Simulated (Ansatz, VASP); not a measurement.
# Cross-check of AlN between VASP and Ansatz

One calculation is typed for both programs; each brings its own data sets. How far apart do they land? The cell is taken from a series of runs on this material, whose earlier steps may have relaxed, scaled, displaced or heated it; both programs get it as it stands.

Calculated with Ansatz 0.2.0; plane waves, with VASP 6.6.1 beside it; zone-centre phonons at LDA.

## (1) The starting structure

Symmetry: Imm2, No. 44, orthorhombic system. Conventional cell: a = 2.948 Å, b = 3.055 Å, c = 4.443 Å, α = 90.00°, β = 90.00°, γ = 90.00°. Nearest to N lie 4 Al at 1.86 to 1.88 Å. Al has 4 N at 1.86 to 1.88 Å nearest. Farther neighbours and most contacts between anions are not listed.

## (2) Ansatz: zone-centre phonons, LDA, pair 1

Ansatz runs on its PAW soft_1 files.

Second derivatives magnify differences that forces hide, and they need a tight electronic threshold.

input.yaml

```yaml
crystal:
  lattice:
    - [-0.0379598288, 2.1221626107, 2.2214846052]
    - [2.1221626107, -0.0379598288, 2.2214846052]
    - [2.0842027819, 2.0842027819, 0.0]
  atoms:
    - { symbol: "N", position: [0.2525180748, 0.2525180748, 0.2474819252] }
    - { symbol: Al, position: [-0.0025180748, -0.0025180748, 0.0025180748] }
kpoints:
  mp_grid: { grid: [12, 12, 12] }
hamiltonian:
  xc: lda
  pseudopotentials: { kind: paw, azcp: { folder: soft_1 }, xc_functional: pbe }
scf:
  occupations: { method: fixed }
output:
  eigenvalues: true
phonons:
  method: dfpt
```

The run is started by

```console
$ ansatz run input.yaml --threads 4 --pin off --max-ram 10240MiB --backend cpu --events-out ev --progress --plain --runs-dir out
```

Numbers of over 12 decimals in the logs are rounded to 6 here.

The program printed:

```text
zone centre: on kpoints.mp_grid the ground state, and the responses unless they are solved on pairs of k-points, stand on 476 of the mesh's 1728 k-points, reduced under 2 symmetry operations, with k and −k counted as one. Each operation leaves every solved displacement unchanged or reverses it
Engine: ansatz 0.2.0, aarch64-unknown-linux-gnu
Pseudopotentials: kind: paw
Pseudopotential: N, paw, valence charge 5, recommended cutoff 420 eV (normal), soft_1/N.paw.azcp
Pseudopotential: Al, paw, valence charge 3, recommended cutoff 420 eV (normal), soft_1/Al.paw.azcp
Functional definition: SPW92
  exchange = slater_x
  correlation = pw_c
Crystal: 2 atoms, lattice volume = 20.003 Å³
Basis set: ecut = 420 eV, 375 PW (Γ), exchange–correlation on 48×48×48 points (8 copies of the dense FFT grid, shifted against one another)
Bands: 8, of which v1, the nominal top of the filled ones, is band 4 counted from 1 (3 counted from 0)
Symmetry: 4 space group operations
k-points: 476 of 1728 (irreducible under 2 space group operations, time reversal used)
Non-local potential: N, projectors of the file, l = 0: 2, l = 1: 2, l = 2: 1
Non-local potential: Al, projectors of the file, l = 0: 2, l = 1: 2, l = 2: 1
PAW form: soft (Blöchl's): semilocal exchange-correlation on the pseudo side does not see the compensation charge
PAW frozen core: N, regenerated for the run's functional, and the local potential with it (the file was generated under x = pbe(κ = 0.804, μ = 0.219515), c = pbe(β = 0.066725))
PAW frozen core: Al, regenerated for the run's functional, and the local potential with it (the file was generated under x = pbe(κ = 0.804, μ = 0.219515), c = pbe(β = 0.066725))
PAW one-centre angular grid: N, 110 points (default); XC on 64 Gauss nodes
PAW one-centre angular grid: Al, 110 points (default); XC on 64 Gauss nodes
Initial density: superposition of atomic densities (chi_scale 0.1, normalization cell, long waves kept (reshape's long-wave potential 0.00 eV rms))
Initial wavefunctions: pseudopotential atomic-orbital guess
Functional: x = slater, c = lda
SCF iter   1: F=—  HF=-891.349810 eV  |F-HF|=—  |Δ(HF+E_count)|=         —  Δρ=1.41e-1  dr2=4.75e0  ethr=3.10e-3  ⟨swp⟩=4.1  Hψ=24812  notcnv=0  defer=18
preconditioner: auto → none  [insulator: Δε(μ)=5.414 eV  Ē_g=16.839 eV  n_scr=0 (ndim 8)  ℏωp=23.5 eV  f_vac=0.000  ε∞_Penn≈2.9]
SCF iter   2: F=—  HF=-890.016127 eV  |F-HF|=—  |Δ(HF+E_count)|=    1.33e0  Δρ=7.75e-2  dr2=7.19e-1  ethr=3.10e-3  ⟨swp⟩=2.7  Hψ=11830  notcnv=0  defer=733
SCF iter   3: F=—  HF=-889.795764 eV  |F-HF|=—  |Δ(HF+E_count)|=   2.20e-1  Δρ=2.23e-2  dr2=5.07e-2  ethr=3.10e-3  ⟨swp⟩=2.4  Hψ=8326  notcnv=0  defer=843
SCF iter   4: F=—  HF=-889.775006 eV  |F-HF|=—  |Δ(HF+E_count)|=   2.08e-2  Δρ=8.14e-4  dr2=4.41e-5  ethr=6.34e-4  ⟨swp⟩=2.0  Hψ=5226  notcnv=0  defer=952
SCF iter   5: F=—  HF=-889.774979 eV  |F-HF|=—  |Δ(HF+E_count)|=   2.68e-5  Δρ=2.75e-4  dr2=5.82e-6  ethr=5.51e-7  ⟨swp⟩=2.0  Hψ=5693  notcnv=0  defer=931
SCF iter   6: F=—  HF=-889.774976 eV  |F-HF|=—  |Δ(HF+E_count)|=   3.20e-6  Δρ=3.94e-5  dr2=1.53e-7  ethr=7.27e-8  ⟨swp⟩=2.0  Hψ=5712  notcnv=0  defer=47
SCF iter   7: F=—  HF=-889.774976 eV  |F-HF|=—  |Δ(HF+E_count)|=   2.25e-7  Δρ=5.89e-6  dr2=3.41e-9  ethr=1.91e-9  ⟨swp⟩=2.2  Hψ=5434  notcnv=0  defer=18
SCF iter   8: F=-889.774976 eV  HF=-889.774976 eV  |F-HF|=2.09e-11  |Δ(HF+E_count)|=  6.16e-10  Δρ=9.43e-7  dr2=7.45e-11  ethr=1.25e-12  ⟨swp⟩=4.8  Hψ=21376  notcnv=0
SCF 1 converged in 8 iterations: F = -889.774976 eV  dr2 = 7.45e-11
  greatest PAW one-centre occupation: 0.784 electrons in one spin orbital (limit 2), on the N atom at site 0 (counted from 0), in its partial waves of l = 0
DFPT response loops at Γ: preconditioner auto → none (the input reference at scf.mixing.eps_inf says where Resta's filter doesn't serve); β = 0.50; Broyden in place of MSR1
SCF converged after 8 iterations
Free energy (F): -889.774976 eV
Harris-Foulkes:  -889.774976 eV  (|F-HF|=2.09e-11)
Internal energy: -889.774976 eV  (E = F + TS)
E sigma→0 (E₀):  -889.774976 eV
Fermi energy:    7.378041 eV
--- Per-component energies (eV) ---
  E_band       = 16.238281
  E_kinetic    = 157.748656
  E_local      = -205.713333  (includes V_loc(G=0)·N_el)
  E_nonlocal   = 46.969165
  E_hartree    = 75.087062
  E_xc         = -98.420837
  E_vxc        = -107.194479  (∫ρ·V_xc dr)
  E_paw        = -564.827535  (= ΣΔE_a)
  E_vpaw       = -25.746748  (= ΣTr[D̂ρ^β])
  E_aug_tail   = 0.000838  (compensation charges beyond the density's cutoff)
  E_ewald      = -300.754752
  E_core_change = 0.135761  (= ΣΔE_core)
  E_smearing   = -0.000000  (= −TS)
  E_closure    = -0.000000  (closes the sum)
  Σ components = -889.774976   (vs F -889.774976, Δ=0.00e0)
--- Band table (eV; the first three rows and the last of 476) ---
  k-point 0: bands = ["-7.9437", "6.9673", "7.0091", "7.3729", "11.6612", "19.3576", "19.9300", "20.3771"]
  k-point 1: bands = ["-7.8313", "6.5940", "6.9822", "7.1070", "12.1163", "19.4975", "19.8301", "20.1945"]
  k-point 2: bands = ["-7.5043", "5.3632", "6.9132", "6.9136", "12.9945", "19.1271", "19.7374", "19.9461"]
  k-point 475: bands = ["-5.1566", "1.7383", "5.2724", "5.8331", "10.5036", "16.2811", "20.8477", "23.1698"]
--- Phonons (Γ-DFPT): 4 representative perturbations + reference, on 476 of 1728 k-points (Σ response iterations 12) ---
  k mesh reduced under 2 symmetry operations, with k and −k counted as one. Each operation leaves every solved displacement unchanged or reverses it
  ASR residual: 2.132e-4 → 0.000e0 eV/Å²; symmetrization residual: 6.652e-7 eV/Å²
  ASR residual per site (eV/Å²): 2.13e-4 7.72e-5
  Γ frequencies (cm⁻¹): 0.00 0.00 0.00 667.19 683.51 700.73
  non-analytic LO–TO correction: not included (Born effective charges unavailable; polar crystals: no LO–TO splitting at Γ)
```

## (3) VASP: zone-centre phonons, LDA, pair 1

The same cell, functional (in two slightly different forms) and mesh now go to VASP, with its own data sets.

Lines of VASP's logs that name or quote its potential files are left out, and so is its time.

INCAR

```
SYSTEM = AlN
PREC = Accurate
ENCUT = 600
EDIFF = 1E-08
NELM = 120
ISMEAR = 0
SIGMA = 0.01
LREAL = .FALSE.
ALGO = Normal
GGA = CA
NBANDS = 10
LORBIT = 11
LWAVE = .FALSE.
LCHARG = .FALSE.
ISIF = 2
IBRION = 8
LASPH = .TRUE.
GGA_COMPAT = .FALSE.
EFERMI = MIDGAP
KPAR = 2
```

POSCAR

```
AlN
1.0
   -0.0379598288      2.1221626107      2.2214846052
    2.1221626107     -0.0379598288      2.2214846052
    2.0842027819      2.0842027819      0.0000000000
N Al
1 1
Direct
    0.2525180748      0.2525180748      0.2474819252
    0.9974819252      0.9974819252      0.0025180748
```

KPOINTS

```
Automatic mesh
0
Gamma
12 12 12
0 0 0
```

Potentials, in the order of the species: N and Al (LDA family, release 64).

The run is started by

```console
$ mpirun -np 2 vasp_std
```

The program printed:

```text
[banner, memory and clock lines left out]
running    2 mpi-ranks, on    1 nodes
 distrk:  each k-point on    1 cores,    2 groups
 distr:  one band on    1 cores,    1 groups

 POSCAR found type information on POSCAR N Al
 POSCAR found :  2 types and       2 ions
 LDA part: xc-table for (Slater(with rela. corr.)+CA(PZ))
 , standard interpolation
 POSCAR, INCAR and KPOINTS ok, starting setup
 FFT: planning ... GRIDC
 FFT: planning ... GRID_SOFT
 FFT: planning ... GRID
 WAVECAR not read
 entering main loop
       N       E                     dE             d eps       ncg     rms          rms(c)
DAV:   1     0.122672015257E+02    0.12267E+02   -0.44265E+03  5712   0.765E+02
DAV:   2    -0.180573563051E+02   -0.30325E+02   -0.29013E+02  6820   0.142E+02
DAV:   3    -0.189515560515E+02   -0.89420E+00   -0.89277E+00  6652   0.234E+01
DAV:   4    -0.189552228782E+02   -0.36668E-02   -0.36667E-02  6342   0.179E+00
DAV:   5    -0.189552530310E+02   -0.30153E-04   -0.30153E-04  6388   0.155E-01    0.886E+00
DAV:   6    -0.164145804695E+02    0.25407E+01   -0.13146E+01  5924   0.195E+01    0.302E+00
DAV:   7    -0.163666493774E+02    0.47931E-01   -0.10367E-01  6358   0.279E+00    0.196E+00
DAV:   8    -0.163377504698E+02    0.28899E-01   -0.28035E-02  6022   0.162E+00    0.353E-01
DAV:   9    -0.163374596704E+02    0.29080E-03   -0.11543E-03  6376   0.234E-01    0.180E-01
DAV:  10    -0.163374794345E+02   -0.19764E-04   -0.64743E-05  6118   0.613E-02    0.384E-02
DAV:  11    -0.163374778951E+02    0.15394E-05   -0.27767E-06  6284   0.130E-02    0.423E-03
DAV:  12    -0.163374779100E+02   -0.14864E-07   -0.20387E-07  6400   0.363E-03    0.260E-03
DAV:  13    -0.163374779076E+02    0.23535E-08   -0.18054E-08  5726   0.108E-03
   1 F= -.16337478E+02 E0= -.16337478E+02  d E =0.000000E+00
 Linear response reoptimize wavefunctions to high precision
DAV:   1    -0.163374779073E+02    0.38068E-09   -0.12566E-09  4122   0.280E-04
DAV:   2    -0.163374779073E+02   -0.12960E-10   -0.59057E-11  3060   0.700E-05
 Linear response DOF=           4
 Linear response progress:
  Degree of freedom:   1/  4
       N       E                     dE             d eps       ncg     rms          rms(c)
RMM:   1    -0.232801084299E+00   -0.23280E+00    0.19171E-01 33428   0.325E+00
RMM:   2    -0.232585921244E+00    0.21516E-03   -0.21316E-03 27012   0.400E-01    0.185E-01
RMM:   3    -0.233421272737E+00   -0.83535E-03   -0.70774E-04 25673   0.182E-01    0.914E-02
RMM:   4    -0.235265238668E+00   -0.18440E-02   -0.61819E-04 25857   0.166E-01    0.217E-02
RMM:   5    -0.235288448602E+00   -0.23210E-04   -0.16697E-05 29200   0.317E-02    0.192E-03
RMM:   6    -0.235306846986E+00   -0.18398E-04   -0.16911E-07 29843   0.294E-03    0.820E-04
RMM:   7    -0.235307335988E+00   -0.48900E-06   -0.41208E-08 29652   0.638E-04    0.628E-05
RMM:   8    -0.235306158823E+00    0.11772E-05   -0.33120E-08 30214   0.120E-04    0.269E-05
RMM:   9    -0.235306141178E+00    0.17645E-07   -0.33205E-08 31190   0.524E-05    0.237E-06
RMM:  10    -0.235306180081E+00   -0.38903E-07   -0.33315E-08 30003   0.342E-05    0.990E-07
RMM:  11    -0.235306177267E+00    0.28148E-08   -0.36944E-08 23162   0.323E-05    0.766E-08
 first order change of Fermi-energy   0.13823E-03
 force on displaced ion       1 direction 1 : -15.727  -0.386  -0.002
 Linear response progress:
  Degree of freedom:   2/  4
       N       E                     dE             d eps       ncg     rms          rms(c)
RMM:   1    -0.232608511326E+00   -0.23261E+00    0.20830E-01 10689   0.326E+00
RMM:   2    -0.232773899231E+00   -0.16539E-03   -0.20354E-03  8710   0.390E-01    0.189E-01
RMM:   3    -0.233561346868E+00   -0.78745E-03   -0.75670E-04  8163   0.188E-01    0.929E-02
RMM:   4    -0.235413811776E+00   -0.18525E-02   -0.67627E-04  8290   0.171E-01    0.215E-02
RMM:   5    -0.235425204306E+00   -0.11393E-04   -0.17850E-05  9269   0.321E-02    0.201E-03
RMM:   6    -0.235443367097E+00   -0.18163E-04   -0.13966E-07  9416   0.292E-03    0.934E-04
RMM:   7    -0.235443139954E+00    0.22714E-06   -0.13245E-08  9423   0.610E-04    0.102E-04
RMM:   8    -0.235442438131E+00    0.70182E-06   -0.80624E-09  9610   0.842E-05    0.295E-05
RMM:   9    -0.235442435670E+00    0.24608E-08   -0.83849E-09  9944   0.402E-05    0.318E-06
 first order change of Fermi-energy   0.13228E+01
 force on displaced ion       1 direction 3 :   0.000   0.000 -16.940
 Linear response progress:
  Degree of freedom:   3/  4
       N       E                     dE             d eps       ncg     rms          rms(c)
RMM:   1    -0.608044924615E-02   -0.60804E-02   -0.52494E-03 41442   0.677E-01
RMM:   2    -0.545447519721E-02    0.62597E-03   -0.21366E-04 26712   0.115E-01    0.909E-02
RMM:   3    -0.535499166987E-02    0.99484E-04   -0.53071E-05 28073   0.505E-02    0.491E-02
RMM:   4    -0.537106618211E-02   -0.16075E-04   -0.44442E-05 28031   0.477E-02    0.771E-03
RMM:   5    -0.537213554036E-02   -0.10694E-05   -0.80292E-07 28625   0.707E-03    0.736E-04
RMM:   6    -0.537125768943E-02    0.87785E-06   -0.11342E-08 28824   0.607E-04    0.324E-04
RMM:   7    -0.537035189434E-02    0.90580E-06   -0.52089E-09 29036   0.386E-04    0.268E-05
RMM:   8    -0.537036451491E-02   -0.12621E-07   -0.79605E-10 29992   0.396E-05    0.102E-05
RMM:   9    -0.537035809874E-02    0.64162E-08   -0.12828E-09 30398   0.139E-05    0.679E-07
 first order change of Fermi-energy   0.19289E-04
 force on displaced ion       2 direction 1 : -15.727  -0.384  -0.000
 Linear response progress:
  Degree of freedom:   4/  4
       N       E                     dE             d eps       ncg     rms          rms(c)
RMM:   1    -0.619749028038E-02   -0.61975E-02   -0.23533E-03 13015   0.709E-01
RMM:   2    -0.572276037847E-02    0.47473E-03   -0.20690E-04  8663   0.116E-01    0.953E-02
RMM:   3    -0.561602057846E-02    0.10674E-03   -0.69061E-05  8971   0.566E-02    0.509E-02
RMM:   4    -0.563708419262E-02   -0.21064E-04   -0.49219E-05  8901   0.492E-02    0.898E-03
RMM:   5    -0.564161239502E-02   -0.45282E-05   -0.28802E-07  9140   0.497E-03    0.341E-03
RMM:   6    -0.564176857190E-02   -0.15618E-06   -0.16589E-07  9059   0.293E-03    0.432E-04
RMM:   7    -0.564071337561E-02    0.10552E-05   -0.45031E-09  9216   0.488E-04    0.619E-05
RMM:   8    -0.564067637827E-02    0.36997E-07   -0.82825E-10  9509   0.643E-05    0.293E-05
RMM:   9    -0.564067472863E-02    0.16496E-08   -0.72010E-10  9692   0.175E-05    0.165E-06
 first order change of Fermi-energy  -0.13220E+01
 force on displaced ion       2 direction 3 :   0.000   0.000 -16.939
 Linear response finished
```

OUTCAR, selected parts (step 3):

```text
ion  position               nearest neighbor table
   1  0.253  0.253  0.247-   2 1.86   2 1.86   2 1.88   2 1.88
   2  0.997  0.997  0.003-   1 1.86   1 1.86   1 1.88   1 1.88

  LATTYP: Found a body centered orthorhombic cell.
 ALAT       =     2.9475078409
 B/A-ratio  =     1.0364262337
 C/A-ratio  =     1.5073646790

 Subroutine GETGRP returns: Found  4 space group operations
 (whereof  4 operations were pure point group operations)

The static configuration has the point symmetry C_2v.

 Found    280 irreducible k-points:

   k-points           NKPTS =    280   k-points in BZ     NKDIM =    280   number of bands    NBANDS=     10

   dimension x,y,z NGX =    28 NGY =   28 NGZ =   24
   dimension x,y,z NGXF=    56 NGYF=   56 NGZF=   48

   ENCUT  =  600.0 eV  44.10 Ry    6.64 a.u.   6.14  6.14  5.89*2*pi/ulx,y,z

   NELECT =       8.0000    total number of electrons

 k-points in reciprocal lattice and weights: Automatic mesh
   0.00000000  0.00000000  0.00000000       0.001
   0.08333333  0.00000000  0.00000000       0.002
   0.16666667  0.00000000  0.00000000       0.002
   0.25000000 -0.00000000  0.00000000       0.002
   0.33333333 -0.00000000  0.00000000       0.002
   0.41666667 -0.00000000  0.00000000       0.002
   0.50000000 -0.00000000  0.00000000       0.001
   0.08333333  0.08333333  0.00000000       0.001
   0.16666667  0.08333333  0.00000000       0.002
[...]
0.25000000  0.25000000  0.50000000       0.001
  -0.25000000  0.25000000  0.50000000       0.001

 average (electrostatic) potential at core
       1 -59.4419       2 -69.3617

  Total        0.9924909      0.9924909      0.0860064      0.9211572      0.0000000      0.0000000
  in kB       79.4960392     79.4960392      6.8888974     73.7823820      0.0000000      0.0000000
  external PRESSURE =      55.2936586 kB  Pullay stress =       0.0000000 kB

  energy-cutoff  :      600.00
  volume of cell :       20.00
      direct lattice vectors                 reciprocal lattice vectors
    -0.037959829  2.122162611  2.221484605    -0.231468361  0.231468361  0.225074709
     2.122162611 -0.037959829  2.221484605     0.231468361 -0.231468361  0.225074709
     2.084202782  2.084202782  0.000000000     0.239899881  0.239899881 -0.225074709

 POSITION                                       TOTAL-FORCE (eV/Angst)
 -----------------------------------------------------------------------------------
      1.04210      1.04210      1.12193        -0.000000     -0.000000      0.007815
      2.08420      2.08420      4.43178         0.000000      0.000000     -0.007815
 -----------------------------------------------------------------------------------
    total drift:                                0.000002      0.000002      0.000037

 Eigenvectors and eigenvalues of the dynamical matrix
 ----------------------------------------------------

   1 f  =   21.192823 THz   133.158431 2PiTHz  706.916466 cm-1    87.646432 meV
             X         Y         Z           dx          dy          dz
      1.042101  1.042101  1.121930    -0.000000   -0.000000    0.811402
      2.084203  2.084203  4.431781     0.000000    0.000000   -0.584488

   2 f  =   20.668855 THz   129.866243 2PiTHz  689.438775 cm-1    85.479475 meV
             X         Y         Z           dx          dy          dz
      1.042101  1.042101  1.121930    -0.573758   -0.573758   -0.000000
      2.084203  2.084203  4.431781     0.413282    0.413282    0.000000

   3 f  =   20.168440 THz   126.722047 2PiTHz  672.746748 cm-1    83.409929 meV
             X         Y         Z           dx          dy          dz
      1.042101  1.042101  1.121930    -0.573726    0.573726    0.000000
      2.084203  2.084203  4.431781     0.413327   -0.413327   -0.000000

   4 f/i=    0.000263 THz     0.001656 2PiTHz    0.008789 cm-1     0.001090 meV
             X         Y         Z           dx          dy          dz
      1.042101  1.042101  1.121930     0.000000    0.000000    0.584488
      2.084203  2.084203  4.431781     0.000000    0.000000    0.811402

   5 f/i=    0.000734 THz     0.004611 2PiTHz    0.024479 cm-1     0.003035 meV
             X         Y         Z           dx          dy          dz
      1.042101  1.042101  1.121930    -0.413282   -0.413282    0.000000
      2.084203  2.084203  4.431781    -0.573758   -0.573758    0.000000

   6 f/i=    0.000854 THz     0.005367 2PiTHz    0.028491 cm-1     0.003532 meV
             X         Y         Z           dx          dy          dz
      1.042101  1.042101  1.121930    -0.413327    0.413327   -0.000000
      2.084203  2.084203  4.431781    -0.573726    0.573725   -0.000000

 ELASTIC MODULI CONTR FROM IONIC RELAXATION (kBar)
 Direction    XX          YY          ZZ          XY          YZ          ZX
 --------------------------------------------------------------------------------
 XX          -2.5036     -2.5036     -6.1559    -36.3281      0.0000      0.0000
 YY          -2.5036     -2.5036     -6.1559    -36.3281      0.0000      0.0000
 ZZ          -6.1559     -6.1559    -15.1361    -89.3233      0.0000      0.0000
 XY         -36.3281    -36.3281    -89.3233   -527.1275      0.0000      0.0000
 YZ           0.0000      0.0000      0.0000      0.0000   -586.4281   -108.5962
 ZX           0.0000      0.0000      0.0000      0.0000   -108.5962   -577.7436
 --------------------------------------------------------------------------------
```

## (4) Side by side

Known differences besides the potentials themselves: the two LDA forms differ slightly; fixed occupations in Ansatz, narrow Gaussian smearing in VASP; the cutoff is 420 eV in Ansatz and 600 eV in VASP; VASP's log shows a relativistic correction to its local exchange, Ansatz's none. Total energies have different zeros and are not compared.

Compared:

| quantity | Ansatz | VASP | difference |
| --- | --- | --- | --- |
| optical mode 1 (cm⁻¹) | 667.2 | 672.7 | -0.83 % |
| optical mode 2 (cm⁻¹) | 683.5 | 689.4 | -0.86 % |
| optical mode 3 (cm⁻¹) | 700.7 | 706.9 | -0.88 % |

Modes are paired by rising frequency, not by their patterns, so a pair may set unlike modes beside each other; they are those without the splitting of longitudinal modes.

(Continued in part 2 of 2.)

[Lines on the potential files, build, host, timing and source positions are cut from VASP's logs without a mark.]

[Logs are printed without paths, hosts, clocks, repeated set-up lines and the standing remarks that a program may print on its own settings, such as how far it seeks lower states.]

[Hosts, paths, dates, database ids (printed as entryN), source tags and the programs' standing remarks are cut or masked in the printed files.]
